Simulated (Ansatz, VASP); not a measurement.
# One calculation of GaAs, two programs

Contents of INCAR:

```
ALGO = Normal
EDIFF = 1E-7
ENCUT = 520
GGA = PE
ISIF = 2
ISMEAR = -1
LASPH = T
LCHARG = F
LREAL = F
LWAVE = F
NBANDS = 16
NELM = 60
PREC = Accurate
SIGMA = 0.05
```

Contents of KPOINTS:

```
k-points
0
Gamma
  13 13 13
```

The input POSCAR:

```
GaAs
1.0
    0.0000000000      2.3537337126      2.3537337126
    2.3537337126      0.0000000000      2.3537337126
    2.3537337126      2.3537337126      0.0000000000
Ga As
1 1
Direct
    0.0000000000      0.0000000000      0.0000000000
    0.2500000000      0.2500000000      0.2500000000
```

Input for Ansatz:

```yaml
crystal:
  lattice:
    - [0.0, 2.3537337126, 2.3537337126]
    - [2.3537337126, 0.0, 2.3537337126]
    - [2.3537337126, 2.3537337126, 0.0]
  atoms:
    - { symbol: Ga, position: [0.0, 0.0, 0.0] }
    - { symbol: As, position: [0.25, 0.25, 0.25] }
kpoints:
  mp_grid: { grid: [13, 13, 13] }
  band_path:
    path:
      - [0.0, 0.0, 0.0]
      - [-0.5, -0.5, 0.0]
      - [-0.375, -0.375, 0.25]
      - [-0.375, 0.0, 0.375]
      - [0.0, 0.0, 0.0]
      - [0.0, 0.0, 0.5]
      - [-0.5, -0.25, 0.25]
      - [-0.5, -0.5, 0.0]
    npoints: 8
scf:
  occupations: { method: fermi_dirac, width: 0.05 }
hamiltonian:
  xc: pbe
  pseudopotentials: { kind: all_electron, lapw: { basis_error: 0.001 } }
output:
  forces: true
  stress: true
  eigenvalues: true
  populations: true
  dos: { projected: true, de: 0.2, e_range: [-14, 8] }
```

Change from the starting cell: volume scaled by 0.55, LAPW.

Alike in both runs: task single point; functional PBE; k mesh 13 × 13 × 13; occupations fermi-dirac, width 0.05 eV; no spin polarisation.

|  | VASP | Ansatz |
| --- | --- | --- |
| version | VASP 6.6.1 | Ansatz 0.2.0 |
| potentials or method | VASP PAW PBE potentials, release 64 (Ga_d, As) | all-electron LAPW, scalar-relativistic |
| plane-wave cutoff (eV) | 520 | see its input |

```tsv
	VASP	Ansatz	Ansatz less VASP
pressure (GPa)	140.2	138.9	-1.28
```

Ansatz ran all-electron here, so the differences hold the error of VASP's frozen core and of both bases.

Caveats: the cell as given lies far from equilibrium; so large a pressure means that the cell lies far from this level's equilibrium, or that cutoff or potentials fall short (VASP).
